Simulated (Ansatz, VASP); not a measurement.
**InAs in VASP and in Ansatz**

INCAR

```
PREC = Accurate ; ENCUT = 520
EDIFF = 1E-6 ; ISMEAR = 0
SIGMA = 0.1 ; LREAL = False
LASPH = True ; NELM = 80
ALGO = Normal ; ISIF = 2
LWAVE = False ; LCHARG = False
GGA = PE ; NBANDS = 16
```

The input KPOINTS:

```
Automatic mesh
0
Gamma
  12 12 12
```

File POSCAR:

```
InAs
1.0
    0.0000000000      3.1237908444      3.1237908444
    3.1237908444      0.0000000000      3.1237908444
    3.1237908444      3.1237908444      0.0000000000
In As
1 1
Direct
    0.0000000000      0.0000000000      0.0000000000
    0.2500000000      0.2500000000      0.2500000000
```

Input for Ansatz:

```yaml
crystal:
  lattice:
    - [0.0, 3.1237908442, 3.1237908442]
    - [3.1237908442, 0.0, 3.1237908442]
    - [3.1237908442, 3.1237908442, 0.0]
  atoms:
    - { symbol: In, position: [0.0, 0.0, 0.0] }
    - { symbol: As, position: [0.25, 0.25, 0.25] }
basis:
  ecutwfc: 420
kpoints:
  mp_grid: { grid: [12, 12, 12] }
hamiltonian:
  xc: pbe
scf:
  occupations: { method: gaussian, width: 0.1 }
output:
  forces: true
  stress: true
  eigenvalues: true
```

Alike in both runs: task single point; functional PBE; k mesh 12 × 12 × 12; occupations gaussian, width 0.1 eV; no spin polarisation.

```csv
,VASP,Ansatz
version,VASP 6.6.1,Ansatz 0.2.0
potentials or method,"VASP PAW PBE potentials, release 64 (In_d, As)","scalar-relativistic, plane waves, PAW"
plane-wave cutoff (eV),520,420
valence electrons in the cell,18,28
```

|  | VASP | Ansatz | Ansatz less VASP |
| --- | --- | --- | --- |
| gap on the k mesh at the Fermi level (eV) | none | none | - |
| pressure (GPa) | -1.3 | -1.3 | -0.03 |

A gap of «none» marks a metal or a gap that the smearing closes. With one functional, cell and mesh, what is left measures potentials, basis and numerics. The two sets of potentials don't hold the same shells in valence.
